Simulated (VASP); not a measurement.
# Au (Fm-3m) in VASP: settings compared

Aim: see how the results for Au move with the level of theory and the settings. Levels: PBE, LDA, PBEsol. Tasks: optical spectrum.

Everything below comes from runs of VASP 6.6.1. Logs are shortened: lines on timing, memory, paths and dates and some standing lists are left out, and cuts for length are marked.

### Step 1. The structure

The structure is cubic, space group Fm-3m (No. 225). Conventional cell: a = 4.079 Å, b = 4.079 Å, c = 4.079 Å, α = 90.00°, β = 90.00°, γ = 90.00°. Au (site symmetry m-3m) has 12 Au at 2.88 Å as nearest neighbours.

### Step 2. Optical spectrum, PBE

The input, INCAR:

```
SYSTEM = Au
ALGO = Normal ; CSHIFT = 0.1
EDIFF = 1E-6 ; ENCUT = 520
GGA = PE ; ISIF = 2
ISMEAR = -1 ; LASPH = .TRUE.
LCHARG = .FALSE. ; LOPTICS = .TRUE.
LREAL = .FALSE. ; LWAVE = .FALSE.
NBANDS = 30 ; NEDOS = 2000
NELM = 80 ; PREC = Accurate
SIGMA = 0.05
```

The input, KPOINTS:

```
k-points
0
G
  12 12 12
  0 0 0
```

The input, POSCAR:

```
Au
1.0
    0.0000000000      2.0395000000      2.0395000000
    2.0395000000      0.0000000000      2.0395000000
    2.0395000000      2.0395000000      0.0000000000
Au
1
Direct
    0.0000000000      0.0000000000      0.0000000000
```

Potentials or basis: VASP PAW PBE potentials, release 64 (Au).

Started as:

```sh
> cat potpaw_PBE.64/Au/POTCAR > POTCAR
> mpirun -np 1 vasp_std > vasp.out
```

OUTCAR:

```text
SYSTEM = Au
   EDIFF = 1E-6
   ENCUT = 520
   GGA = PE
   ISIF = 2
   ISMEAR = -1
   LASPH = .TRUE.
   LREAL = .FALSE.
   NELM = 80
   PREC = Accurate

 ion  position               nearest neighbor table
   1  0.000  0.000  0.000-

  LATTYP: Found a face centered cubic cell.
 ALAT       =     4.0790000000

  Lattice vectors:

 A1 = (   0.0000000000,   2.0395000000,   2.0395000000)
 A2 = (   2.0395000000,   0.0000000000,   2.0395000000)
 A3 = (   2.0395000000,   2.0395000000,   0.0000000000)

Analysis of symmetry for initial positions (statically):
=====================================================================
 Subroutine PRICEL returns:
 Original cell was already a primitive cell.

 Routine SETGRP: Setting up the symmetry group for a
 face centered cubic supercell.

 Subroutine GETGRP returns: Found 48 space group operations
 (whereof 48 operations were pure point group operations)
 out of a pool of 48 trial point group operations.

The static configuration has the point symmetry O_h .

Analysis of symmetry for dynamics (positions and initial velocities):
=====================================================================
 Subroutine PRICEL returns:
 Original cell was already a primitive cell.

 Routine SETGRP: Setting up the symmetry group for a
 face centered cubic supercell.

 Subroutine GETGRP returns: Found 48 space group operations
 (whereof 48 operations were pure point group operations)
 out of a pool of 48 trial point group operations.

The dynamic configuration has the point symmetry O_h .

 Subroutine INISYM returns: Found 48 space group operations
 (whereof 48 operations are pure point group operations),
 and found     1 'primitive' translations

----------------------------------------------------------------------------------------

                                     Primitive cell

  volume of cell :      16.9668

  direct lattice vectors                    reciprocal lattice vectors
     0.000000000  2.039500000  2.039500000    -0.245158127  0.245158127  0.245158127
     2.039500000  0.000000000  2.039500000     0.245158127 -0.245158127  0.245158127
     2.039500000  2.039500000  0.000000000     0.245158127  0.245158127 -0.245158127

  length of vectors
     2.884288560  2.884288560  2.884288560     0.424626332  0.424626332  0.424626332

  position of ions in fractional coordinates (direct lattice)
     0.000000000  0.000000000  0.000000000

  ion indices of the primitive-cell ions
   primitive index   ion index
                 1           1

----------------------------------------------------------------------------------------

 KPOINTS: k-points

Automatic generation of k-mesh.
 Grid dimensions read from file:
 generate k-points for:   12   12   12

 Generating k-lattice:

  Cartesian coordinates                     Fractional coordinates (reciprocal lattice)
    -0.020429844  0.020429844  0.020429844     0.083333333  0.000000000  0.000000000
     0.020429844 -0.020429844  0.020429844     0.000000000  0.083333333  0.000000000
[... 71 lines left out ...]
   EMIN   =  10.00;   EMAX   =-10.00  energy-range for DOS
   EFERMI =   0.00;   METHOD = LEGACY
   ISMEAR =    -1;   SIGMA  =   0.05  broadening in eV -4-tet -1-fermi 0-gaus
   EFERMI_NEDOS =   21; number of points for ismear=-14 and -15
   IALGO  =     38    algorithm
   IMIX   =      4    mixing-type and parameters
     AMIX     =   0.40;   BMIX     =  1.00
     AMIX_MAG =   1.60;   BMIX_MAG =  1.00
  volume/ion in A,a.u.               =      16.97       114.50
  Fermi-wavevector in a.u.,A,eV,Ry     =   1.416898  2.677550 27.315068  2.007601
  Thomas-Fermi vector in A             =   2.538185
   LORBIT       =      0    0 simple, 1 ext, 2 COOP (PROOUT), +10 PAW based schemes
   GGA     = PE    functional components
   LHFCALC =     F    Hartree Fock is set to
   AEXX    =    0.0000 exact exchange contribution
   IVDW    =     0    specifies the selected vdW correction
   LEPSILON=     F    determine dielectric tensor
   LRPA    =     F    only Hartree local field effects (RPA)
 non-spin polarized calculation
  energy-cutoff  :      520.00
  volume of cell :       16.97
 maximum number of plane-waves:       471
 NGX is ok and might be reduce to    24
   NGX = 11   NGY = 11   NGZ = 11

 number of electron      11.0000000 magnetization

 Free energy of the ion-electron system (eV)
  ---------------------------------------------------
  ext. energy  EPLUGINS =         0.00000000
  ---------------------------------------------------
  free energy    TOTEN  =        -3.18612555 eV

  energy without entropy =       -3.18285613  energy(sigma->0) =       -3.18449084

 E-fermi :   9.4829     XC(G=0): -12.7445

 val. band max:        9.4523598982   @ k =   0.5000   0.3333   0.1667
 cond. band min:       9.6304940064   @ k =   0.5000   0.2500   0.0833
 fundamental gap:      0.1781341082
 Fermi energy:         9.4829443587

 k-point     1 :       0.0000    0.0000    0.0000
  band No.  band energies     occupation
      1      -0.3551      2.00000
      2       4.8286      2.00000
      3       4.8286      2.00000
      4       4.8286      2.00000
      5       6.3558      2.00000
      6       6.3558      2.00000
[... 457 lines left out ...]
      4       5.7562      2.00000
      5       7.3433      2.00000
      6      10.7930      0.00000
[... 9 lines left out ...]
     16      42.6299      0.00000
     17      47.4369      0.00000

 [... further k-points ...]

 [bands above 17 left out]

------------------------ aborting loop because EDIFF is reached ----------------------------------------

  FORCE on cell =-STRESS in cart. coord.  units (eV):
  Direction    XX          YY          ZZ          XY          YZ          ZX
  --------------------------------------------------------------------------------------
  -------------------------------------------------------------------------------------
  Total        0.9742046      0.9742046      0.9742046      0.0000000      0.0000000      0.0000000
  in kB       91.9940249     91.9940249     91.9940249      0.0000000      0.0000000      0.0000000
  external PRESSURE =      91.9940249 kB  Pullay stress =       0.0000000 kB

 VOLUME and BASIS-vectors are now :
 -----------------------------------------------------------------------------
  energy-cutoff  :      520.00
  volume of cell :       16.97
      direct lattice vectors                 reciprocal lattice vectors
     0.000000000  2.039500000  2.039500000    -0.245158127  0.245158127  0.245158127
     2.039500000  0.000000000  2.039500000     0.245158127 -0.245158127  0.245158127
     2.039500000  2.039500000  0.000000000     0.245158127  0.245158127 -0.245158127

 POSITION                                       TOTAL-FORCE (eV/Angst)
 -----------------------------------------------------------------------------------
      0.00000      0.00000      0.00000        -0.000000      0.000000      0.000000
 -----------------------------------------------------------------------------------
    total drift:                               -0.000000     -0.000000     -0.000000

  FREE ENERGIE OF THE ION-ELECTRON SYSTEM (eV)
  ---------------------------------------------------
  free  energy   TOTEN  =        -3.1861255497 eV

  energy  without entropy=       -3.1828561309  energy(sigma->0) =       -3.18449084

 electrical conductivity sigma (Mega S m-1) (frequency dependency in vasprun.xml)
  --------------------------------------------------------------------------------------
       0.190      -0.000       0.000
       0.000       0.190      -0.000
       0.000      -0.000       0.190

  frequency dependent IMAGINARY DIELECTRIC FUNCTION (independent particle, no local field effects) density-density
     E(ev)      X         Y         Z        XY        YZ        ZX
  --------------------------------------------------------------------------------------------------------------
     0.00000     0.00000     0.00000     0.00000     0.00000     0.00000     0.00000
     0.91998     0.15582     0.15582     0.15582    -0.00000    -0.00000     0.00000
     1.83996     2.23975     2.23975     2.23975     0.00000     0.00000     0.00000
     2.75994     7.99840     7.99840     7.99840    -0.00000    -0.00000     0.00000
     3.67992     7.25593     7.25593     7.25593     0.00000     0.00000    -0.00000
     4.59990     5.91620     5.91620     5.91620    -0.00000    -0.00000    -0.00000
[... 92 lines left out ...]
    90.15808     0.00044     0.00044     0.00044    -0.00000     0.00000    -0.00000
    91.07806     0.00043     0.00043     0.00043    -0.00000     0.00000    -0.00000

  frequency dependent      REAL DIELECTRIC FUNCTION (independent particle, no local field effects) density-density
     E(ev)        X           Y           Z          XY          YZ          ZX
  --------------------------------------------------------------------------------------------------------------
     0.00000     9.29052     9.29052     9.29052    -0.00000    -0.00000    -0.00000
     0.91998     9.90579     9.90579     9.90579    -0.00000    -0.00000    -0.00000
     1.83996    13.17669    13.17669    13.17669    -0.00000    -0.00000     0.00000
     2.75994     7.65392     7.65392     7.65392    -0.00000    -0.00000    -0.00000
     3.67992     3.62823     3.62823     3.62823     0.00000     0.00000     0.00000
     4.59990     2.43899     2.43899     2.43899     0.00000     0.00000     0.00000
[... 92 lines left out ...]
    90.15808     0.83361     0.83361     0.83361    -0.00000    -0.00000    -0.00000
    91.07806     0.83760     0.83760     0.83760    -0.00000    -0.00000    -0.00000

  frequency dependent IMAGINARY DIELECTRIC FUNCTION (independent particle, no local field effects) current-current
     E(ev)      X         Y         Z        XY        YZ        ZX
  --------------------------------------------------------------------------------------------------------------
     0.00000    36.14799    36.14799    36.14799     0.00000    -0.00000    -0.00000
     0.91998     2.09990     2.09990     2.09990     0.00000    -0.00000    -0.00000
     1.83996     3.61251     3.61251     3.61251    -0.00000    -0.00000     0.00000
     2.75994     8.48728     8.48728     8.48728     0.00000     0.00000    -0.00000
     3.67992     7.37589     7.37589     7.37589     0.00000     0.00000    -0.00000
     4.59990     5.95143     5.95143     5.95143     0.00000     0.00000    -0.00000
[... 92 lines left out ...]
    90.15808     0.00007     0.00007     0.00007     0.00000    -0.00000     0.00000
    91.07806     0.00007     0.00007     0.00007     0.00000    -0.00000     0.00000

  frequency dependent      REAL DIELECTRIC FUNCTION (independent particle, no local field effects) current-current
     E(ev)        X           Y           Z          XY          YZ          ZX
  --------------------------------------------------------------------------------------------------------------
     0.00000     9.28672     9.28672     9.28672     0.00000    -0.00000    -0.00000
     0.91998     9.89900     9.89900     9.89900     0.00000    -0.00000    -0.00000
     1.83996    12.96610    12.96610    12.96610     0.00000     0.00000    -0.00000
     2.75994     7.05312     7.05312     7.05312     0.00000     0.00000    -0.00000
     3.67992     3.23302     3.23302     3.23302     0.00000    -0.00000     0.00000
     4.59990     2.17314     2.17314     2.17314    -0.00000    -0.00000     0.00000
[... 92 lines left out ...]
    90.15808     0.83361     0.83361     0.83361    -0.00000    -0.00000     0.00000
    91.07806     0.83760     0.83760     0.83760    -0.00000    -0.00000     0.00000
```

Wall time 34 s (1 thread of AMD EPYC 7R13 (Zen 3), shared host); peak memory 0.14 GiB.

What came out:

| Property | Result |
| --- | --- |
| Free energy | -3.1861 eV |
| Pressure | 9.2 GPa |
| Band gap on the k mesh | none (metal or under the smearing width) |

Dielectric function (mean over the directions given):
| energy (eV) | real part | imaginary part |
| --- | --- | --- |
| 0.28 | 9.34 | 0.04 |
| 0.74 | 9.66 | 0.11 |
| 1.20 | 10.46 | 0.26 |
| 1.75 | 12.90 | 1.67 |
| 2.21 | 15.04 | 8.35 |
| 2.76 | 7.65 | 8.00 |
| 3.22 | 7.54 | 6.70 |
| 3.77 | 3.44 | 7.05 |
| 4.23 | 4.96 | 5.42 |
| 4.78 | 2.67 | 5.04 |
| 5.24 | 3.05 | 3.59 |
| 5.80 | 3.31 | 4.95 |
| 6.26 | 3.96 | 4.71 |
| 6.81 | 2.91 | 4.67 |
| 7.27 | 3.12 | 6.00 |
| 7.82 | 2.93 | 3.66 |
| 8.28 | 0.63 | 5.18 |
| 8.83 | 0.83 | 3.44 |
| 9.29 | 0.60 | 3.22 |
| 9.84 | 0.44 | 3.17 |
| 10.30 | 1.36 | 1.63 |
| 10.86 | 1.66 | 2.75 |
| 11.32 | 1.48 | 2.54 |
| 11.87 | 1.65 | 3.03 |
| 12.33 | 1.32 | 2.71 |
| 12.88 | 1.08 | 2.77 |
| 13.34 | 1.28 | 1.82 |
| 13.89 | 1.08 | 2.44 |
| 14.35 | 1.13 | 2.20 |
| 14.90 | 1.06 | 1.90 |
| 15.36 | 1.05 | 2.20 |
| 15.92 | 1.03 | 1.44 |
| 16.38 | 1.32 | 1.86 |
| 16.93 | 1.51 | 1.81 |
| 17.39 | 0.98 | 1.80 |
| 17.94 | 2.00 | 1.67 |
| 18.40 | 1.96 | 2.12 |
| 18.95 | 1.83 | 3.12 |
| 19.41 | 1.44 | 3.12 |
| 19.96 | 0.49 | 3.30 |

Caveat: spectra need much finer meshes, so this one isn't converged; independent-particle spectra lack excitons; the intraband (Drude) part of a metal's response may be missing. The run has no spin-orbit coupling, so splittings on Au are missing.

(Part 1 of 3 ends here.)
